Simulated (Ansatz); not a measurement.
# WC (Qusongite) (P-6m2) in Ansatz: further runs

One crystal, WC (Qusongite), is run at these levels: PBE+U; tasks: relaxation of cell and atoms.

Everything below comes from runs of Ansatz 0.2.0. Logs are shortened: lines on timing, memory, paths and dates and some standing lists are left out, and cuts for length are marked.

### Step 1. The structure

It takes space group P-6m2 (No. 187, hexagonal). The conventional cell has a = 2.907 Å, b = 2.907 Å, c = 2.837 Å, α = 90.00°, β = 90.00°, γ = 120.00°. W (site symmetry -6m2) is surrounded by 6 C at 2.20 Å. Around C (site symmetry -6m2) lie 6 W at 2.20 Å.

### Step 2. Relaxation of cell and atoms, PBE+U

File input.yaml:

```yaml
crystal:
  lattice:
    - [2.9065, 0.0, 0.0]
    - [-1.45325, 2.5171028361, 0.0]
    - [0.0, 0.0, 2.8366]
  atoms:
    - { symbol: W, position: [0.0, 0.0, 0.0] }
    - { symbol: C, position: [0.6666666667, 0.3333333333, 0.5] }
hamiltonian:
  xc: pbe
  pseudopotentials: { kind: paw }
  hubbard: { sites: [{ species: W, l: d, u_eff: 2.0 }] }
kpoints:
  mp_grid: { grid: [10, 10, 9] }
scf:
  occupations: { method: fermi_dirac, width: 0.05 }
output:
  forces: true
  stress: true
  eigenvalues: true
  write_density: true
  write_potential: true
  elf: true
  volumetric_format: npy
relax:
  f_tol: 0.01
  max_steps: 40
  cell: { stress_tol: 0.05 }
```

Potentials or basis: Ansatz PAW.

Started as:

```bash
$ ansatz run input.yaml --threads 2 --pin off --max-ram 5632MiB --backend cpu --events-out ev --progress --plain --runs-dir out
```

The log of the run:

```text
Warning: RAYON_NUM_THREADS=2 ignored (pool sized by the plan → 2); use --threads N
W: projections on atomic orbitals take those of the free atom [Kr 4d10 4f14] 5s2 5p6 5d4 6s2, of charge +0.00 (hamiltonian.pseudopotentials.projection_atoms); the dataset's partial waves leave at most 6.5e-5 of an orbital's norm unspanned inside its sphere
C: projections on atomic orbitals take those of the free atom [He] 2s2 2p2, of charge +0.00 (hamiltonian.pseudopotentials.projection_atoms); the dataset's partial waves leave at most 3.7e-9 of an orbital's norm unspanned inside its sphere
Engine: ansatz 0.2.0, aarch64-unknown-linux-gnu
Pseudopotentials: kind: paw
Pseudopotential: W, paw, valence charge 14, recommended cutoff 420 eV (normal), W.paw.azcp
Pseudopotential: C, paw, valence charge 4, recommended cutoff 420 eV (normal), C.paw.azcp
Functional definition: PBE
  parameter kappa = 0.804
  parameter beta = 0.06672455060314922
  exchange = pbe_x(kappa = kappa, mu = beta*pi^2/3)
  correlation = pbe_c(beta = beta)
Crystal: 2 atoms, lattice volume = 20.752 Å³
Basis set: ecut = 420 eV, 405 PW (Γ), exchange–correlation on 40×40×40 points (8 copies of the dense FFT grid, shifted against one another)
Bands: 13, of which v1, the nominal top of the filled ones, is band 9 counted from 1 (8 counted from 0)
Symmetry: 12 space group operations
Space group: P-6m2 (ITA 187), of the structure as read, at distance tolerance 2.7e-5 Å
k-points: 70 of 900 (time reversal used)
Non-local potential: W, projectors of the file, l = 0: 3, l = 1: 2, l = 2: 2, l = 3: 1
Non-local potential: C, projectors of the file, l = 0: 2, l = 1: 2, l = 2: 1
PAW form: soft (Blöchl's): semilocal exchange-correlation on the pseudo side does not see the compensation charge
PAW one-centre angular grid: W, 590 points (default); XC on 64 Gauss nodes
PAW one-centre angular grid: C, 110 points (default); XC on 64 Gauss nodes
Initial density: superposition of atomic densities (chi_scale 0.1, normalization cell, long waves kept (reshape's long-wave potential 0.00 eV rms))
Initial wavefunctions: pseudopotential atomic-orbital guess
Functional: x = pbe(κ = 0.804, μ = 0.2195149727645171), c = pbe(β = 0.06672455060314922)
SCF iter   1: F=—  HF=-10634.921837 eV  |F-HF|=—  |Δ(HF+E_count)|=         —  Δρ=1.44e-1  dr2=5.73e0  ethr=3.10e-3  ⟨swp⟩=5.7  Hψ=4522  notcnv=0
preconditioner: auto → none  [insulator: Δε(μ)=0.224 eV  Ē_g=10.884 eV  σ=0.050 eV  W_gap=0.61  n_scr=8 (ndim 8)  ℏωp=25.8 eV  f_vac=0.000  D(μ)=0.19/eV (n_scr^D=0)  ε∞_Penn≈6.6]
SCF iter   2: F=—  HF=-10634.251362 eV  |F-HF|=—  |Δ(HF+E_count)|=   6.70e-1  Δρ=1.08e-1  dr2=3.11e0  ethr=3.10e-3  ⟨swp⟩=3.3  Hψ=2601  notcnv=0
SCF iter   3: F=—  HF=-10633.557545 eV  |F-HF|=—  |Δ(HF+E_count)|=   6.94e-1  Δρ=2.07e-2  dr2=3.64e-2  ethr=3.10e-3  ⟨swp⟩=3.2  Hψ=2071  notcnv=0
SCF iter   4: F=—  HF=-10633.587958 eV  |F-HF|=—  |Δ(HF+E_count)|=   3.04e-2  Δρ=7.03e-3  dr2=1.38e-2  ethr=2.02e-4  ⟨swp⟩=2.8  Hψ=1861  notcnv=0
SCF iter   5: F=—  HF=-10633.584232 eV  |F-HF|=—  |Δ(HF+E_count)|=   3.73e-3  Δρ=2.84e-3  dr2=1.88e-3  ethr=7.65e-5  ⟨swp⟩=2.8  Hψ=1542  notcnv=0
SCF iter   6: F=—  HF=-10633.583631 eV  |F-HF|=—  |Δ(HF+E_count)|=   6.01e-4  Δρ=2.32e-4  dr2=1.04e-5  ethr=1.05e-5  ⟨swp⟩=2.6  Hψ=1386  notcnv=0
SCF iter   7: F=—  HF=-10633.583626 eV  |F-HF|=—  |Δ(HF+E_count)|=   5.37e-6  Δρ=2.59e-5  dr2=8.88e-8  ethr=5.56e-10  ⟨swp⟩=8.8  Hψ=7216  notcnv=0
SCF iter   8: F=-10633.583626 eV  HF=-10633.583626 eV  |F-HF|=1.32e-9  |Δ(HF+E_count)|=   1.19e-8  Δρ=2.97e-6  dr2=1.97e-9  ethr=4.93e-10  ⟨swp⟩=6.3  Hψ=5200  notcnv=0
SCF 1 converged in 8 iterations: F = -10633.583626 eV  dr2 = 1.97e-9
relax step   1: F+E_penalty+E_count = -10633.58362595 eV  Δ(F+E_penalty+E_count) = +0.000e0 eV  max|allowed force component| = 1.110e-16 eV/Å  Δτ_max = 0.0000 Å  P = +5.857 GPa  Ω = 20.752 Å³  (8 SCF iters, dr2 threshold 1.00e-7 eV, accepted)
Crystal: 2 atoms, lattice volume = 21.272 Å³
Initial density: handed on by an earlier stage of this run
Initial wavefunctions: those handed on with the density
iter 1 solved again at ethr=2.86e-5 eV; its pass at ethr=3.10e-3 eV (dr2=5.15e-3 eV) is discarded
SCF iter   1: F=—  HF=-10633.584205 eV  |F-HF|=—  |Δ(HF+E_count)|=         —  Δρ=4.81e-3  dr2=5.49e-3  ethr=2.86e-5  ⟨swp⟩=1.1  Hψ=5740  notcnv=0
preconditioner: auto → none  [metal: Δε(μ)=0.031 eV  Ē_g=9.871 eV  σ=0.050 eV  W_gap=0.15  n_scr=8 (ndim 8)  ℏωp=25.5 eV  f_vac=0.000  D(μ)=0.24/eV (n_scr^D=0)]
SCF iter   2: F=—  HF=-10633.583530 eV  |F-HF|=—  |Δ(HF+E_count)|=   6.75e-4  Δρ=2.98e-3  dr2=2.61e-3  ethr=2.86e-5  ⟨swp⟩=2.0  Hψ=1539  notcnv=0
SCF iter   3: F=—  HF=-10633.582929 eV  |F-HF|=—  |Δ(HF+E_count)|=   6.00e-4  Δρ=7.17e-4  dr2=6.96e-5  ethr=1.45e-5  ⟨swp⟩=2.1  Hψ=1213  notcnv=0
SCF iter   4: F=—  HF=-10633.582941 eV  |F-HF|=—  |Δ(HF+E_count)|=   1.16e-5  Δρ=1.43e-4  dr2=1.68e-6  ethr=3.87e-7  ⟨swp⟩=2.2  Hψ=1344  notcnv=0
SCF iter   5: F=-10633.582943 eV  HF=-10633.582943 eV  |F-HF|=2.05e-8  |Δ(HF+E_count)|=   2.06e-6  Δρ=1.46e-5  dr2=3.81e-8  ethr=1.11e-9  ⟨swp⟩=10.9  Hψ=6794  notcnv=0
SCF 2 converged in 5 iterations: F = -10633.582943 eV  dr2 = 3.81e-8
relax step   2: F+E_penalty+E_count = -10633.58294299 eV  Δ(F+E_penalty+E_count) = +6.830e-4 eV  max|allowed force component| = 1.018e-16 eV/Å  Δτ_max = 0.0000 Å  P = -3.244 GPa  Ω = 21.272 Å³  energy of the carried Pulay correction = -9.983e-4 eV  (5 SCF iters, dr2 threshold 2.00e-7 eV, accepted)
Crystal: 2 atoms, lattice volume = 21.071 Å³
iter 1 solved again at ethr=3.75e-6 eV; its pass at ethr=3.10e-3 eV (dr2=6.76e-4 eV) is discarded
SCF iter   1: F=—  HF=-10633.588949 eV  |F-HF|=—  |Δ(HF+E_count)|=         —  Δρ=1.83e-3  dr2=7.03e-4  ethr=3.75e-6  ⟨swp⟩=2.0  Hψ=5725  notcnv=0
preconditioner: auto → none  [metal: Δε(μ)=0.045 eV  Ē_g=9.965 eV  σ=0.050 eV  W_gap=0.22  n_scr=8 (ndim 8)  ℏωp=25.6 eV  f_vac=0.000  D(μ)=0.25/eV (n_scr^D=0)]
SCF iter   2: F=—  HF=-10633.588833 eV  |F-HF|=—  |Δ(HF+E_count)|=   1.16e-4  Δρ=9.67e-4  dr2=2.58e-4  ethr=3.75e-6  ⟨swp⟩=2.0  Hψ=1255  notcnv=0
SCF iter   3: F=—  HF=-10633.588781 eV  |F-HF|=—  |Δ(HF+E_count)|=   5.21e-5  Δρ=3.82e-4  dr2=2.31e-5  ethr=1.43e-6  ⟨swp⟩=2.0  Hψ=1235  notcnv=0
SCF iter   4: F=—  HF=-10633.588785 eV  |F-HF|=—  |Δ(HF+E_count)|=   4.14e-6  Δρ=1.11e-4  dr2=1.17e-6  ethr=1.28e-7  ⟨swp⟩=2.5  Hψ=1254  notcnv=0
SCF iter   5: F=-10633.588786 eV  HF=-10633.588786 eV  |F-HF|=1.74e-8  |Δ(HF+E_count)|=   8.28e-7  Δρ=1.41e-5  dr2=1.52e-8  ethr=1.11e-9  ⟨swp⟩=10.2  Hψ=6742  notcnv=0
SCF 3 converged in 5 iterations: F = -10633.588786 eV  dr2 = 1.52e-8
relax step   3: F+E_penalty+E_count = -10633.58878613 eV  Δ(F+E_penalty+E_count) = -5.843e-3 eV  max|allowed force component| = 1.573e-16 eV/Å  Δτ_max = 0.0000 Å  P = -0.124 GPa  Ω = 21.071 Å³  energy of the carried Pulay correction = -6.165e-4 eV  (5 SCF iters, dr2 threshold 2.00e-7 eV, accepted)
Crystal: 2 atoms, lattice volume = 21.064 Å³
iter 1 solved again at ethr=6.60e-9 eV; its pass at ethr=3.10e-3 eV (dr2=1.19e-6 eV) is discarded
SCF iter   1: F=—  HF=-10633.588803 eV  |F-HF|=—  |Δ(HF+E_count)|=         —  Δρ=7.23e-5  dr2=1.17e-6  ethr=6.60e-9  ⟨swp⟩=2.3  Hψ=5556  notcnv=0
preconditioner: auto → none  [metal: Δε(μ)=0.038 eV  Ē_g=9.965 eV  σ=0.050 eV  W_gap=0.18  n_scr=8 (ndim 8)  ℏωp=25.6 eV  f_vac=0.000  D(μ)=0.25/eV (n_scr^D=0)]
SCF iter   2: F=—  HF=-10633.588803 eV  |F-HF|=—  |Δ(HF+E_count)|=   1.03e-7  Δρ=4.58e-5  dr2=5.82e-7  ethr=6.49e-9  ⟨swp⟩=2.0  Hψ=1254  notcnv=0
SCF iter   3: F=-10633.588802 eV  HF=-10633.588802 eV  |F-HF|=7.09e-9  |Δ(HF+E_count)|=   1.26e-7  Δρ=1.30e-5  dr2=1.87e-8  ethr=2.76e-10  ⟨swp⟩=6.9  Hψ=5464  notcnv=0
SCF 4 converged in 3 iterations: F = -10633.588802 eV  dr2 = 1.87e-8
relax step   4: F+E_penalty+E_count = -10633.58880239 eV  Δ(F+E_penalty+E_count) = -1.626e-5 eV  max|allowed force component| = 2.868e-16 eV/Å  Δτ_max = 0.0000 Å  P = -0.001 GPa  Ω = 21.064 Å³  energy of the carried Pulay correction = -6.031e-4 eV  (3 SCF iters, dr2 threshold 4.96e-8 eV, accepted)
Initial wavefunctions: pseudopotential atomic-orbital guess (no wavefunctions were taken with the density)
iter 1 solved again at ethr=6.61e-8 eV; its pass at ethr=3.10e-3 eV (dr2=1.19e-5 eV) is discarded
SCF iter   1: F=—  HF=-10633.589399 eV  |F-HF|=—  |Δ(HF+E_count)|=         —  Δρ=1.35e-4  dr2=2.92e-7  ethr=6.61e-8  ⟨swp⟩=3.2  Hψ=7174  notcnv=0
preconditioner: auto → none  [metal: Δε(μ)=0.037 eV  Ē_g=9.965 eV  σ=0.050 eV  W_gap=0.18  n_scr=8 (ndim 8)  ℏωp=25.6 eV  f_vac=0.000  D(μ)=0.25/eV (n_scr^D=0)]
SCF iter   2: F=—  HF=-10633.589403 eV  |F-HF|=—  |Δ(HF+E_count)|=   4.97e-6  Δρ=6.77e-5  dr2=9.73e-8  ethr=1.62e-9  ⟨swp⟩=2.0  Hψ=1232  notcnv=0
SCF iter   3: F=—  HF=-10633.589405 eV  |F-HF|=—  |Δ(HF+E_count)|=   1.23e-6  Δρ=3.20e-5  dr2=4.65e-8  ethr=5.40e-10  ⟨swp⟩=2.0  Hψ=1236  notcnv=0
SCF iter   4: F=—  HF=-10633.589405 eV  |F-HF|=—  |Δ(HF+E_count)|=   3.05e-7  Δρ=2.91e-6  dr2=3.20e-10  ethr=2.58e-10  ⟨swp⟩=2.1  Hψ=1237  notcnv=0
SCF iter   5: F=-10633.589405 eV  HF=-10633.589405 eV  |F-HF|=3.64e-12  |Δ(HF+E_count)|=   1.92e-9  Δρ=3.16e-7  dr2=7.64e-12  ethr=1.00e-12  ⟨swp⟩=4.6  Hψ=4394  notcnv=0
SCF 5 converged in 5 iterations: F = -10633.589405 eV  dr2 = 7.64e-12
relax step   5: F+E_penalty+E_count = -10633.58940503 eV  Δ(F+E_penalty+E_count) = -6.026e-4 eV  max|allowed force component| = 2.868e-16 eV/Å  Δτ_max = 0.0000 Å  P = +0.029 GPa  Ω = 21.064 Å³  stress off target by 3.67e-2 GPa  SCF on the basis re-selected at this cell (its energy is not comparable with the rows above)  (5 SCF iters)
basis re-selected at this cell: Δ(F+E_penalty+E_count) = -6.026e-4 eV, ΔP = +0.030 GPa vs the last step (what re-selecting the basis moved, of the pressure what is left beyond the Pulay correction that the steps carried, after the strain that the cell walked since its last selection, with what the two solves' SCF thresholds leave and, on support functions, any second-order correction that the steps lacked; it is no measure of the basis error at this ecutwfc). This SCF's stress stands 3.67e-2 GPa from its target on what of the cell is left free (relax.cell.stress_tol is 5.00e-2 GPa) and its largest allowed force component is 2.87e-16 eV/Å (relax.f_tol is 1.00e-2 eV/Å): within both
SCF converged after 5 iterations
Free energy (F): -10633.589405 eV
Harris-Foulkes:  -10633.589405 eV  (|F-HF|=3.64e-12)
Internal energy: -10633.587510 eV  (E = F + TS)
E sigma→0 (E₀):  -10633.588458 eV
Entropy (-TS):   -0.001895 eV (-0.947 meV/atom)
Fermi energy:    20.267882 eV
--- Per-component energies (eV) ---
  E_band       = -64.344415
  E_kinetic    = 540.676009
  E_local      = -675.427456  (includes V_loc(G=0)·N_el)
  E_nonlocal   = 25.311658
  E_hartree    = 237.839994
  E_xc         = -316.184052
  E_vxc        = -299.954889  (∫ρ·V_xc dr)
  E_hubbard    = 2.472541  (on-site DFT+U / exact-exchange correction)
  E_vhub       = 0.259618  (the Hubbard potential's part of the band-sum identity)
  E_paw        = -8661.015283  (= ΣΔE_a)
  E_vpaw       = -130.889299  (= ΣTr[D̂ρ^β])
  E_aug_tail   = -0.000056  (compensation charges beyond the density's cutoff)
  E_ewald      = -1787.260865
  E_smearing   = -0.001895  (= −TS)
  E_closure    = 0.000000  (closes the sum)
  Σ components = -10633.589405   (vs F -10633.589405, Δ=0.00e0)
--- Forces (eV/Å), atoms counted from 1 ---
  atom   1  W      0.00000000     0.00000000    -0.00000000
  atom   2  C      0.00000000     0.00000000    -0.00000000
  max |Σ_I F_I| component: 7.59e-16 eV/Å
--- Stress (GPa, compression-positive) ---
        0.036652      -0.000000       0.000000
       -0.000000       0.036652      -0.000000
        0.000000      -0.000000       0.014970
  P = ⅓ Tr σ = 0.0294 GPa (0.294 kbar)
--- Band table (eV; the first three rows and the last of 70) ---
  k-point 0: bands = ["-53.7627", "-17.7749", "-17.6793", "-17.6793", "5.9163", "15.9503", "16.9520", "16.9520", "20.3694", "23.5432", "23.5432", "25.7948", "25.7948"]
  k-point 1: bands = ["-53.7582", "-17.8627", "-17.6717", "-17.6717", "6.2106", "15.7862", "17.0876", "17.0876", "20.3462", "22.6284", "22.6284", "26.2805", "26.2805"]
  k-point 2: bands = ["-53.7467", "-18.0798", "-17.6525", "-17.6525", "7.0334", "14.9864", "17.4609", "17.4609", "20.8822", "21.2490", "21.2490", "26.3031", "26.3031"]
  k-point 69: bands = ["-53.6663", "-18.2943", "-18.1862", "-18.0415", "9.4455", "13.4360", "14.8797", "18.3635", "19.5126", "24.5317", "26.4497", "27.1950", "29.5667"]
Occupation matrices written to <dir>
--- Relaxed structure (4 steps of the walk, 4 accepted, 1 SCFs on fresh bases) ---
  F+E_penalty+E_count = -10633.58940503 eV   max|allowed force component| = 2.868e-16 eV/Å   (the final SCF, on the basis selected at the relaxed cell)
  cell:  # Å, volume = 21.0644 Å³
    - [2.9238404790426484, 1.9251799090838767e-18, 1.3579895425457605e-34]
    - [-1.4619202395213242, 2.532120131464196, 2.030453101657977e-35]
    - [1.325330513120557e-34, 9.939978848404179e-35, 2.8451912899275187]
  atoms:
    - { symbol: W, position: [-3.700743415524894e-17, -7.651375687818437e-35, -2.967364920549937e-67] }
    - { symbol: C, position: [0.6666666666666667, 0.33333333333333326, 0.5] }
```

Run time: 9.9 s. Hardware: 2 threads of Arm Neoverse V1, shared host; peak memory 0.31 GiB.

Results:

- Free energy: -10633.5894 eV
- Relaxed volume: 10.53 Å³/atom
- Relaxed cell: a = 2.924 Å, b = 2.924 Å, c = 2.845 Å, α = 90.00°, β = 90.00°, γ = 120.00°
- Space group after relaxing (to 0.05 Å): P-6m2 (No. 187)
- Energy gained by relaxing: 2.9 meV/atom
- Ionic steps: 5
- Pressure after relaxing: 0.0 GPa
- Band gap on the k mesh: none (metal or under the smearing width)

Step by step:
| step | energy change (eV) | largest force (eV/Å) | volume (Å³) |
| --- | --- | --- | --- |
| 1 | 0.0000 | 0.0000 | 20.75 |
| 2 | 0.0007 | 0.0000 | 21.27 |
| 3 | -0.0052 | 0.0000 | 21.07 |
| 4 | -0.0052 | 0.0000 | 21.06 |
| 5 | -0.0058 | 0.0000 | 21.06 |

Final structure:
```xyz
2
Lattice="2.9238 0.0000 0.0000 -1.4619 2.5321 0.0000 0.0000 0.0000 2.8452" Properties=species:S:1:pos:R:3 pbc="T T T"
W     0.0000    0.0000    0.0000
C     1.4619    0.8440    1.4226
```

Levels at points of the mesh, in eV from the Fermi level:
| k point | band 6 | band 7 | band 8 | band 9 | band 10 | band 11 | band 12 | band 13 |
| --- | --- | --- | --- | --- | --- | --- | --- | --- |
| (0.00, 0.00, 0.00) | -4.32 | -3.32 | -3.32 | 0.10 | 3.28 | 3.28 | 5.53 | 5.53 |
| (0.00, -0.50, 0.00) | -7.00 | -3.56 | -3.46 | -0.49 | 2.42 | 4.39 | 4.69 | 6.83 |

Eigenvalues of the final occupation matrices:
| site | spin | trace | eigenvalues |
| --- | --- | --- | --- |
| site 1 | 1 | 2.34 | 0.42 0.42 0.49 0.49 0.52 |

Caveat: the plane-wave basis is chosen anew once the cell has moved, so the energies of steps on either side of that aren't comparable; the pressure holds a Pulay correction of +0.3 GPa for the finite cutoff; U without spin polarisation on a metal has little footing; the U is typed as a test and isn't derived for this compound. Zero-point motion and thermal expansion aren't in these numbers.

### Step 3. Relaxation of cell and atoms, PBE+U

input.yaml, as its differences from that of step 2:

```diff
@@ -11,3 +11,3 @@
   pseudopotentials: { kind: paw }
-  hubbard: { sites: [{ species: W, l: d, u_eff: 2.0 }] }
+  hubbard: { sites: [{ species: W, l: d, u_eff: 3.0 }] }
 kpoints:
```

Potentials or basis: Ansatz PAW.

Started as:

```bash
$ ansatz run input.yaml --threads 2 --pin off --max-ram 5632MiB --backend cpu --events-out ev --progress --plain --runs-dir out
```

Wall time 10 s (2 threads of Arm Neoverse V1, shared host); peak memory 0.31 GiB.

The run converged. Its results:

```
Free energy                            : -10632.3537 eV
Relaxed volume                         : 10.54 Å³/atom
Relaxed cell                           : a = 2.925 Å, b = 2.925 Å, c = 2.845 Å, α = 90.00°, β = 90.00°, γ = 120.00°
Space group after relaxing (to 0.05 Å) : P-6m2 (No. 187)
Energy gained by relaxing              : 3.1 meV/atom
Ionic steps                            : 4
Pressure after relaxing                : 0.0 GPa
Band gap on the k mesh                 : none (metal or under the smearing width)
```

The path:
| step | energy change (eV) | largest force (eV/Å) | volume (Å³) |
| --- | --- | --- | --- |
| 1 | 0.0000 | 0.0000 | 20.75 |
| 2 | -0.0055 | 0.0000 | 21.08 |
| 3 | -0.0055 | 0.0000 | 21.07 |
| 4 | -0.0061 | 0.0000 | 21.07 |

Final structure:
```
CELL_PARAMETERS angstrom
2.92462 0.00000 0.00000
-1.46231 2.53279 0.00000
0.00000 0.00000 2.84491
ATOMIC_POSITIONS crystal
W 0.00000 0.00000 0.00000
C 0.66667 0.33333 0.50000
```

Levels at points of the mesh, in eV from the Fermi level:
```tsv
k point	band 7	band 8	band 9	band 10	band 11	band 12
(0.00, 0.00, 0.00)	-3.33	-3.33	0.10	3.33	3.33	5.52
(0.00, -0.50, 0.00)	-3.60	-3.42	-0.50	2.48	4.36	4.65
```

Eigenvalues of the final occupation matrices:
```csv
site,spin,trace,eigenvalues
site 1,1,2.34,0.42 0.42 0.49 0.49 0.53
```

Caveat: the plane-wave basis is chosen anew once the cell has moved, so the energies of steps on either side of that aren't comparable; the pressure holds a Pulay correction of +0.3 GPa for the finite cutoff; U without spin polarisation on a metal has little footing; the U is typed as a test and isn't derived for this compound. Zero-point motion and thermal expansion aren't in these numbers.

[end of part 1 of 2]
